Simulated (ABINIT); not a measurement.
Crystal: SiNi3.

```
Ni Si
1.0
     3.54200    0.00000    0.00000
     0.00000    3.54200    0.00000
     0.00000    0.00000    3.54200
Ni Si
3 1
Direct
  0.50000 0.50000 0.00000
  0.50000 0.00000 0.50000
  0.00000 0.50000 0.50000
  0.00000 0.00000 0.00000
```

Base run:

```yaml
Program: ABINIT 10.8.3 (patched build)
Functional: PBE
Potentials_or_basis: JTH PAW PBE v2.0
Cutoff: 1116 eV
k_mesh: 5 × 5 × 5
Occupations: cold-b (ABINIT), width 0.2 eV
Spin: collinear spin, ferromagnetic start
Starting_moments: "[1.0, 1.0, 1.0, 0.0] μB"
```

Its results: band gap on the k mesh none (metal or under the smearing width); pressure -5.6 GPa; net moment 0.00 μB per cell.

Q: The run is repeated on the same cell with these changes: functional from PBE to PBEsol; occupations from cold-b (ABINIT), width 0.2 eV to fermi-dirac, width 0.05 eV. What comes out?

A: Band gap on the k mesh none (metal or under the smearing width); pressure -13.5 GPa; net moment 0.00 μB per cell.

Caveats: small starting moments can end in a higher magnetic state in this program; the PAW data sets were made with another functional, which shifts forces and pressure a little (some runs).

Not every run made on this cell is shown here.
